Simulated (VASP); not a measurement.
# BaTiO₃: relaxation with set parts of the cell free, by free to move

BaTiO₃, P1 (no. 1), 5 atoms in the cell. PBE, constrained relaxation; PAW potentials Ba_sv, Ti_sv, O (PBE set).

| Free to move | Volume (Å³/atom) | Pressure in a fresh run at the final cell (GPa) | Pressure printed at the end of the relaxation (GPa) | Ionic steps, all stages | Electronic steps, all stages | Time (s) |
|---|---|---|---|---|---|---|
| atoms | 13.066 | 4.00 | 4.00 | 18 | 139 | 98 |
| atoms, shape and volume | 13.552 | -0.02 | -0.02 | 42 | 299 | 177 |
| atoms and shape at fixed volume | 13.066 | 3.93 | 3.94 | 29 | 205 | 112 |
| shape alone | 13.066 | 0.86 | 0.86 | 7 | 65 | 35 |
| shape and volume | 13.132 | 0.03 | 0.02 | 11 | 97 | 51 |
| volume alone | 13.136 | 0.00 | -0.01 | 7 | 70 | 37 |
| atoms and volume | 13.555 | -0.04 | -0.04 | 24 | 196 | 120 |
| atoms and the z components of the lattice | 13.517 | 0.38 | 0.38 | 32 | 219 | 139 |
| atoms and the x and y components of the lattice | 13.555 | 0.06 | 0.06 | 29 | 208 | 126 |
| atoms and the y and z components of the lattice | 13.546 | 0.06 | 0.06 | 32 | 246 | 129 |

Limits: the start was distorted on purpose (random strain, atoms moved at random), so the space group given is the start's and not the crystal's.

## Input of the first row

INCAR.step1:
```
SYSTEM = BaTiO3
PREC = Accurate
ENCUT = 550
EDIFF = 1E-6
ISMEAR = 0
SIGMA = 0.05
LREAL = .False.
LASPH = .True.
NELM = 100
ALGO = Normal
LWAVE = .False.
LCHARG = .False.
IBRION = 2
NSW = 80
ISIF = 2
EDIFFG = -0.01
POTIM = 0.5
ISYM = 0
KPAR = 4
```

INCAR.step3, as INCAR.step1 but for:
```
- IBRION = 2
- NSW = 80
- EDIFFG = -0.01
- POTIM = 0.5
+ NSW = 0
```

KPOINTS:
```
k-points
0
Gamma
  4 4 4
```

POSCAR.step1:
```
BaTiO3
1.0
    4.0198440000     -0.0096450000     -0.0041370000
   -0.0096450000      4.0422690000      0.0205810000
   -0.0041370000      0.0205810000      4.0206050000
Ba Ti O
1 1 3
Direct
    0.5084510000      0.5044610000      0.5010290000
   -0.0105590000      0.0054260000      0.0023660000
   -0.0017250000      0.0016880000      0.5014220000
    0.0078580000      0.4953150000      0.0035230000
    0.4959750000     -0.0068910000     -0.0083400000
```

POSCAR.step3:
```
BaTiO3
1.0
    4.0198440000     -0.0096450000     -0.0041370000
   -0.0096450000      4.0422690000      0.0205810000
   -0.0041370000      0.0205810000      4.0206050000
Ba Ti O
1 1 3
Direct
    0.4937273767      0.5076242453      0.5064512141
    0.9808886033      0.0223524367      0.0193957300
    0.0063237634      0.9928748497      0.4866290966
    0.0057367317      0.4842428315      0.9940782687
    0.5133235248      0.9929046367      0.9934456907
```

Commands (each step's output is kept before the next begins):
```
cat potpaw_PBE.64/Ba_sv/POTCAR potpaw_PBE.64/Ti_sv/POTCAR potpaw_PBE.64/O/POTCAR > POTCAR
cp INCAR.step1 INCAR
cp POSCAR.step1 POSCAR
mpirun -np 4 vasp_std > vasp.out
cp CONTCAR POSCAR
mpirun -np 4 vasp_std > vasp.out
# POSCAR: the CONTCAR of the step before
cp INCAR.step3 INCAR
cp POSCAR.step3 POSCAR
mpirun -np 4 vasp_std > vasp.out
```

Changes of the last row against the first:
```
- ISIF = 2
+ ISIF = 3
+ LATTICE_CONSTRAINTS = .FALSE. .TRUE. .TRUE.
```

VASP 6.6.1 took 98 s on 4 cores (Intel Xeon 6975P-C (Granite Rapids)), a shared host.
